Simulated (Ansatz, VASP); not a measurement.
**ZnO in VASP and in Ansatz**

```
Zn O
1.0
     3.23865    0.00000    0.00000
    -1.61932    2.89018    0.00000
     0.00000    0.00000    7.13044
Zn O
2 2
Direct
  0.00000 0.00000 0.75000
  0.00000 0.00000 0.25000
  0.33333 0.66667 0.25000
  0.66667 0.33333 0.75000
```

Change from the starting cell: strain -0.0150 x Voigt [1, -1, 0, 0, 0, 0], atoms carried along.

Alike in both runs: task single point; functional PBE; dispersion D3(BJ); k mesh 9 × 9 × 4; occupations gaussian, width 0.05 eV; no spin polarisation.

|  | VASP | Ansatz |
| --- | --- | --- |
| version | VASP 6.6.1 | Ansatz 0.2.0 |
| potentials or method | VASP PAW PBE potentials, release 64 (Zn, O) | scalar-relativistic, plane waves, PAW |
| plane-wave cutoff (eV) | 520 | 420 |
| valence electrons in the cell | 36 | 36 |

Ansatz gave:

| Item | Value |
| --- | --- |
| gap on the k mesh at the Fermi level (eV) | 0.77 |
| least direct gap on the mesh (eV) | 0.77 |
| pressure (GPa) | -2.2 |
| largest component of the traceless stress (GPa) | 3.27 |
| rms of the force components (eV/Å) | 0.195 |

Question: Estimate VASP's values.

Answer: gap on the k mesh at the Fermi level (eV): 0.77; least direct gap on the mesh (eV): 0.77; pressure (GPa): -1.4; largest component of the traceless stress (GPa): 3.12; rms of the force components (eV/Å): 0.208.

Atom by atom the forces differ by 0.013 eV/Å (rms over components). The functional is the same, so the differences come from potentials, cutoffs and numerics.

Caveats: an odd mesh through Γ misses points on the zone boundary, where band edges often lie.
